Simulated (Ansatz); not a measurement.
Consider NaCl in the rock salt structure (space group Fm-3m, No. 225).

```
CELL_PARAMETERS angstrom
      0.00000     2.80386     2.80386
      2.80386     0.00000     2.80386
      2.80386     2.80386     0.00000
ATOMIC_POSITIONS crystal
  Cl 0.00000 0.00000 0.00000
  Na 0.50000 0.50000 0.50000
```

Cartesian axes are those of the cell as printed.

All numbers come from DFT with r2SCAN, PAW potentials and a 500 eV plane-wave cutoff in Ansatz (a first-principles code), no spin-orbit coupling.

Perturbation: every lattice vector is stretched by 1.82 %; the atoms relax in the strained cell.

Question: Predict the stress tensor and what it implies for the stiffness.

Answer: Stress of the strained cell less that of the base (GPa, compression positive):
```
  -1.31    0.00    0.00
   0.00   -1.31    0.00
   0.00    0.00   -1.31
```

Then B = −ΔP/(ΔV/V₀) with ΔV/V₀ = 0.0556 gives secant stiffness values (nonlinear terms included at this strain): B ≈ 24 GPa.

As a check, the harmonic strain energy −½ V₀ Δσ:ε is 4.9 meV/atom; the computed energy rise is 5.3 meV/atom.

Whether these cells are dynamically stable was not tested.
